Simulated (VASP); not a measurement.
**AlGa7As8: relaxation of cell and atoms with PBEsol**

AlGa7As8:

```xyz
16
Lattice="-5.6546 5.6546 0.0000 -5.6546 0.0000 5.6546 0.0000 5.6546 5.6546" Properties=species:S:1:pos:R:3 pbc="T T T"
Al    0.0000    0.0000    0.0000
Ga   -2.8273    2.8273    0.0000
Ga   -2.8273    0.0000    2.8273
Ga    0.0000    2.8273    2.8273
Ga   -5.6546    2.8273    2.8273
Ga   -2.8273    5.6546    2.8273
Ga   -2.8273    2.8273    5.6546
Ga   -5.6546    5.6546    5.6546
As   -9.8955    7.0682    7.0682
As   -7.0682    4.2409    7.0682
As   -7.0682    7.0682    4.2409
As   -9.8955    9.8955    9.8955
As   -4.2409    4.2409    4.2409
As   -7.0682    7.0682    9.8955
As   -7.0682    9.8955    7.0682
As   -4.2409    7.0682    7.0682
```

The cell was built by a generator and needn't be a form met in nature.

```
Program                : VASP 6.6.1
Task                   : relaxation of cell and atoms
Functional             : PBEsol
Potentials or basis    : VASP PAW PBE potentials, release 64 (Al, Ga_d, As)
Cutoff                 : 600 eV
k mesh                 : 6 × 6 × 6
Occupations            : gaussian, width 0.03 eV
Spin                   : no spin polarisation
Further INCAR settings : ALGO = Normal; EDIFF = 1e-06; IBRION = 2; EDIFFG = -0.01; NSW = 90; ISIF = 3
```

```
Relaxed volume                         : 22.73 Å³/atom
Relaxed cell                           : a = 8.012 Å, b = 8.012 Å, c = 8.012 Å, α = 60.00°, β = 60.00°, γ = 60.00°
Space group after relaxing (to 0.05 Å) : F-43m (No. 216)
Energy gained by relaxing              : 0.2 meV/atom
Ionic steps                            : 7
Pressure after relaxing                : 0.0 GPa
Band gap on the k mesh                 : 0.54 eV, direct
```

The path:
| step | energy change (eV) | largest force (eV/Å) | pressure (GPa) | volume (Å³) |
| --- | --- | --- | --- | --- |
| 1 | 0.0000 | 0.0224 | 0.41 | 361.60 |
| 2 | -0.0025 | 0.0086 | -0.13 | 364.64 |
| 3 | -0.0030 | 0.0124 | -0.03 | 363.85 |
| 4 | -0.0029 | 0.0150 | 0.04 | 363.70 |
| 5 | -0.0030 | 0.0111 | -0.01 | 363.79 |
| 6 | -0.0030 | 0.0140 | 0.02 | 363.74 |
| 7 | -0.0030 | 0.0044 | 0.00 | 363.74 |

Final structure:
```
Al Ga As
1.0
    -5.66568    5.66568    0.00000
    -5.66568    0.00000    5.66568
     0.00000    5.66568    5.66568
Al Ga As
1 7 8
Direct
  0.00000 0.00000 0.00000
  0.50012 0.99988 0.99988
  0.99988 0.50012 0.99988
  0.99988 0.99988 0.50012
  0.50012 0.50012 0.99988
  0.50012 0.99988 0.50012
  0.99988 0.50012 0.50012
  0.50000 0.50000 0.50000
  0.87497 0.87497 0.37508
  0.37500 0.87499 0.37500
  0.87499 0.37500 0.37500
  0.87497 0.87497 0.87497
  0.37500 0.37500 0.37500
  0.37508 0.87497 0.87497
  0.87497 0.37508 0.87497
  0.37500 0.37500 0.87499
```

Levels at points of the mesh, in eV from the valence-band top:
| k point | band 63 | band 64 | band 65 | band 66 | band 67 | band 68 | band 69 | band 70 | band 71 | band 72 |
| --- | --- | --- | --- | --- | --- | --- | --- | --- | --- | --- |
| (0.00, 0.00, 0.00) | -1.08 | -1.08 | 0.00 | 0.00 | 0.00 | 0.54 | 0.94 | 0.94 | 0.94 | 1.28 |
| (0.50, 0.00, 0.00) | -1.96 | -0.68 | -0.68 | -0.62 | -0.62 | 1.42 | 1.55 | 2.04 | 2.04 | 2.16 |
| (0.50, 0.50, 0.00) | -1.62 | -1.19 | -1.17 | -1.17 | -1.15 | 1.92 | 2.01 | 2.66 | 2.71 | 2.71 |

Wall time 9.1 min on 4 MPI ranks on AMD EPYC 9R14 (Zen 4), on a shared host, peak memory 0.91 GiB a rank.

Caveat: the PAW data sets were made with another functional, which shifts forces and pressure a little.
